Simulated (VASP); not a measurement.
# Cu (Fm-3m) in VASP: a series of runs, part 2 of 2

VASP 6.6.1.

## (3) Relaxation of cell and atoms, PBEsol

This run uses another cell than the first one, of 11.37 Å³/atom, 0.963 times its volume.

INCAR reads:

```
ALGO     = Normal         # electronic algorithm
EDIFF    = 1E-7           # SCF threshold, eV
EDIFFG   = -0.005         # ionic threshold
ENCUT    = 600            # plane-wave cutoff, eV
GGA      = PS             # functional
IBRION   = 2              # ionic algorithm
ISIF     = 3              # what is computed and relaxed
ISMEAR   = 1              # smearing method
LASPH    = T              # aspherical terms in the spheres
LCHARG   = F              # write CHGCAR
LREAL    = F              # projectors in reciprocal space
LWAVE    = F              # write WAVECAR
NELM     = 80             # most SCF steps
NSW      = 90             # ionic steps
PREC     = Accurate       # precision mode
SIGMA    = 0.1            # smearing width, eV
```

KPOINTS reads:

```
k-points
0
Gamma
  18 18 18
```

POSCAR reads:

```
Cu                                      
1.0
    0.0000000000      1.7848606277      1.7848606277
    1.7848606277      0.0000000000      1.7848606277
    1.7848606277      1.7848606277      0.0000000000
  Cu            
     1
Direct
     0.0000000000000000    0.0000000000000000    0.0000000000000000
```

Potentials or basis: VASP PAW PBE potentials, release 64 (Cu).

Command:

```console
cat potpaw_PBE.64/Cu/POTCAR > POTCAR
mpirun -np 1 vasp_std > vasp.out
```

OUTCAR:

```text
EDIFF = 1E-7
   EDIFFG = -0.005
   ENCUT = 600
   GGA = PS
   IBRION = 2
   ISIF = 3
   ISMEAR = 1
   LASPH = T
   LREAL = F
   NELM = 80
   NSW = 90
   PREC = Accurate

 ion  position               nearest neighbor table
   1  0.000  0.000  0.000-

  LATTYP: Found a face centered cubic cell.
 ALAT       =     3.5697212554

  Lattice vectors:

 A1 = (   0.0000000000,   1.7848606277,   1.7848606277)
 A2 = (   1.7848606277,   0.0000000000,   1.7848606277)
 A3 = (   1.7848606277,   1.7848606277,   0.0000000000)

Analysis of symmetry for initial positions (statically):
=====================================================================
 Subroutine PRICEL returns:
 Original cell was already a primitive cell.

 Routine SETGRP: Setting up the symmetry group for a
 face centered cubic supercell.

 Subroutine GETGRP returns: Found 48 space group operations
 (whereof 48 operations were pure point group operations)
 out of a pool of 48 trial point group operations.

The static configuration has the point symmetry O_h .

Analysis of symmetry for dynamics (positions and initial velocities):
[... 157 lines left out ...]
  energy without entropy =       -4.30849209  energy(sigma->0) =       -4.30852658

 E-fermi :   7.8342     XC(G=0): -13.1294

 val. band max:        7.8311236510   @ k =   0.5000   0.1111   0.0000
 cond. band min:       7.8705699253   @ k =  -0.4444   0.1111   0.0556
 fundamental gap:      0.0394462743
 Fermi energy:         7.8342398989

 k-point     1 :       0.0000    0.0000    0.0000
  band No.  band energies     occupation
      1      -1.8046      2.00000
      2       4.7375      2.00000
      3       4.7375      2.00000
      4       4.7375      2.00000
      5       5.6201      2.00000
      6       5.6201      2.00000
      7      30.7613      0.00000
      8      33.6718      0.00000
      9      33.6718      0.00000
[... 265 lines left out ...]
 k-point    24 :      -0.2222    0.0556    0.0000
  band No.  band energies     occupation
      1       0.3214      2.00000
      2       4.4218      2.00000
      3       4.9047      2.00000
      4       4.9460      2.00000
      5       5.5662      2.00000
      6       5.8255      2.00000
      7      21.1526      0.00000
      8      28.2555      0.00000
      9      31.9432      0.00000

 [... further k-points ...]
[... 5 lines left out ...]
  --------------------------------------------------------------------------------------
  -------------------------------------------------------------------------------------
  Total        0.0022773      0.0022773      0.0022773      0.0000000      0.0000000     -0.0000000
  in kB        0.3208333      0.3208333      0.3208333      0.0000000      0.0000000     -0.0000000
  external PRESSURE =       0.3208333 kB  Pullay stress =       0.0000000 kB

 VOLUME and BASIS-vectors are now :
 -----------------------------------------------------------------------------
  energy-cutoff  :      600.00
  volume of cell :       11.37
      direct lattice vectors                 reciprocal lattice vectors
     0.000000000  1.784860628  1.784860628    -0.280133918  0.280133918  0.280133918
     1.784860628  0.000000000  1.784860628     0.280133918 -0.280133918  0.280133918
     1.784860628  1.784860628  0.000000000     0.280133918  0.280133918 -0.280133918

 POSITION                                       TOTAL-FORCE (eV/Angst)
 -----------------------------------------------------------------------------------
      0.00000      0.00000      0.00000        -0.000000     -0.000000      0.000000
 -----------------------------------------------------------------------------------
    total drift:                                0.000000     -0.000000      0.000000

  FREE ENERGIE OF THE ION-ELECTRON SYSTEM (eV)
  ---------------------------------------------------
  free  energy   TOTEN  =        -4.3085438296 eV

  energy  without entropy=       -4.3084920923  energy(sigma->0) =       -4.30852658

 reached required accuracy - stopping structural energy minimisation
```

CONTCAR:

```text
Cu
   1.00000000000000
     0.0000000000000000    1.7848606277000001    1.7848606277000001
     1.7848606277000001    0.0000000000000000    1.7848606277000001
     1.7848606277000001    1.7848606277000001    0.0000000000000000
  Cu
     1
Direct
     0.0000000000000000    0.0000000000000000    0.0000000000000000

  0.00000000E+00  0.00000000E+00  0.00000000E+00
```

Wall time 8.3 s (1 thread of Intel Xeon 6975P-C (Granite Rapids), shared host); peak memory 0.13 GiB.

Results:

| Item | Value |
| --- | --- |
| Free energy | -4.3085 eV |
| Pressure after relaxing | 0.0 GPa |
| Band gap on the k mesh | none (metal or under the smearing width) |

Final structure:
```
Cu
1.0
     0.00000    1.78486    1.78486
     1.78486    0.00000    1.78486
     1.78486    1.78486    0.00000
Cu
1
Direct
  0.00000 0.00000 0.00000
```

Caveat: the relaxation stopped at its first step, so nothing moved; the PAW data sets were made with another functional, which shifts forces and pressure a little.

## (4) Relaxation of cell and atoms, PBE

INCAR reads:

```
SYSTEM = Cu
ALGO     = Normal         ! electronic algorithm
EDIFF    = 1E-6           ! SCF threshold, eV
EDIFFG   = -0.01          ! ionic threshold
ENCUT    = 300            ! plane-wave cutoff, eV
GGA      = PE             ! functional
IBRION   = 2              ! ionic algorithm
ISIF     = 3              ! what is computed and relaxed
ISMEAR   = 1              ! smearing method
LASPH    = .True.         ! aspherical terms in the spheres
LCHARG   = .False.        ! write CHGCAR
LREAL    = .False.        ! projectors in reciprocal space
LWAVE    = .False.        ! write WAVECAR
NELM     = 80             ! most SCF steps
NSW      = 90             ! ionic steps
PREC     = Accurate       ! precision mode
SIGMA    = 0.1            ! smearing width, eV
```

KPOINTS reads:

```
k-points
0
Gamma
  9 9 9
  0 0 0
```

POSCAR reads:

```
Cu
1.0
    0.0000000000      1.8075000000      1.8075000000
    1.8075000000      0.0000000000      1.8075000000
    1.8075000000      1.8075000000      0.0000000000
Cu
1
Direct
    0.0000000000      0.0000000000      0.0000000000
```

Command:

```console
cat potpaw_PBE.64/Cu/POTCAR > POTCAR
mpirun -np 1 vasp_std > vasp.out
```

It took 2.3 s on 1 thread of Intel Xeon 6975P-C (Granite Rapids), shared host; peak memory 0.11 GiB.

These settings aren't checked as converged: the numbers below hold their error.

What came out:

```yaml
Free_energy: -3.7399 eV
Relaxed_volume: 11.78 Å³/atom
Relaxed_cell: a = 2.554 Å, b = 2.554 Å, c = 2.554 Å, α = 60.00°, β = 60.00°, γ = 60.00°
Space_group_after_relaxing_to_0.05_Å: Fm-3m (No. 225)
Energy_gained_by_relaxing: 0.1 meV/atom
Ionic_steps: 3
Band_gap_on_the_k_mesh: none (metal or under the smearing width)
```

Caveat: the cutoff is under 1.25 times the usual one of these potentials, so pressure, stress and relaxed cells hold a basis-set (Pulay) error.

## (5) Relaxation of cell and atoms, PBE

This run uses another cell than the first one, of 11.78 Å³/atom, 0.997 times its volume.

Edit INCAR of step 4 so:

```diff
@@ -2,4 +2,4 @@
 ALGO     = Normal         ! electronic algorithm
-EDIFF    = 1E-6           ! SCF threshold, eV
-EDIFFG   = -0.01          ! ionic threshold
+EDIFF    = 1E-7           ! SCF threshold, eV
+EDIFFG   = -0.005         ! ionic threshold
 ENCUT    = 300            ! plane-wave cutoff, eV
```

KPOINTS is that of step 4.

POSCAR reads:

```
Cu                                      
1.0
    0.0000000000      1.8058345210      1.8058345210
    1.8058345210      0.0000000000      1.8058345210
    1.8058345210      1.8058345210      0.0000000000
  Cu            
     1
Direct
     0.0000000000000000    0.0000000000000000    0.0000000000000000
```

Potentials or basis: VASP PAW PBE potentials, release 64 (Cu).

Command:

```console
cat potpaw_PBE.64/Cu/POTCAR > POTCAR
mpirun -np 1 vasp_std > vasp.out
```

OUTCAR:

```text
SYSTEM = Cu
   EDIFF = 1E-7
   EDIFFG = -0.005
   ENCUT = 300
   GGA = PE
   IBRION = 2
   ISIF = 3
   ISMEAR = 1
   LASPH = .True.
   LREAL = .False.
   NELM = 80
   NSW = 90
   PREC = Accurate

 ion  position               nearest neighbor table
   1  0.000  0.000  0.000-

  LATTYP: Found a face centered cubic cell.
 ALAT       =     3.6116690420

  Lattice vectors:

 A1 = (   0.0000000000,   1.8058345210,   1.8058345210)
 A2 = (   1.8058345210,   0.0000000000,   1.8058345210)
[... 463 lines left out ...]
      3       5.9500      2.00000
      4       6.0687      2.00000
      5       6.0687      2.00000
      6       8.2656     -0.00000
      7      15.9006      0.00000
      8      20.9431      0.00000
      9      20.9431      0.00000

 [... further k-points ...]
[... 5 lines left out ...]
  --------------------------------------------------------------------------------------
  -------------------------------------------------------------------------------------
  Total        0.0025167      0.0025167      0.0025167      0.0000000      0.0000000     -0.0000000
  in kB        0.3423555      0.3423555      0.3423555      0.0000000      0.0000000     -0.0000000
  external PRESSURE =       0.3423555 kB  Pullay stress =       0.0000000 kB

 VOLUME and BASIS-vectors are now :
 -----------------------------------------------------------------------------
  energy-cutoff  :      300.00
  volume of cell :       11.78
      direct lattice vectors                 reciprocal lattice vectors
     0.000000000  1.805834521  1.805834521    -0.276880298  0.276880298  0.276880298
     1.805834521  0.000000000  1.805834521     0.276880298 -0.276880298  0.276880298
     1.805834521  1.805834521  0.000000000     0.276880298  0.276880298 -0.276880298

 POSITION                                       TOTAL-FORCE (eV/Angst)
 -----------------------------------------------------------------------------------
      0.00000      0.00000      0.00000         0.000000      0.000000      0.000000
 -----------------------------------------------------------------------------------
    total drift:                               -0.000000     -0.000000     -0.000000

  FREE ENERGIE OF THE ION-ELECTRON SYSTEM (eV)
  ---------------------------------------------------
  free  energy   TOTEN  =        -3.7399236401 eV

  energy  without entropy=       -3.7398238899  energy(sigma->0) =       -3.73989039

 reached required accuracy - stopping structural energy minimisation
```

Run time: 1.3 s. Hardware: 1 thread of Intel Xeon 6975P-C (Granite Rapids), shared host; peak memory 0.11 GiB.

These settings aren't checked as converged: the numbers below hold their error.

Results:

```yaml
Free_energy: -3.7399 eV
Band_gap_on_the_k_mesh: none (metal or under the smearing width)
```

Caveat: the cutoff is under 1.25 times the usual one of these potentials, so pressure, stress and relaxed cells hold a basis-set (Pulay) error; the relaxation stopped at its first step, so nothing moved.
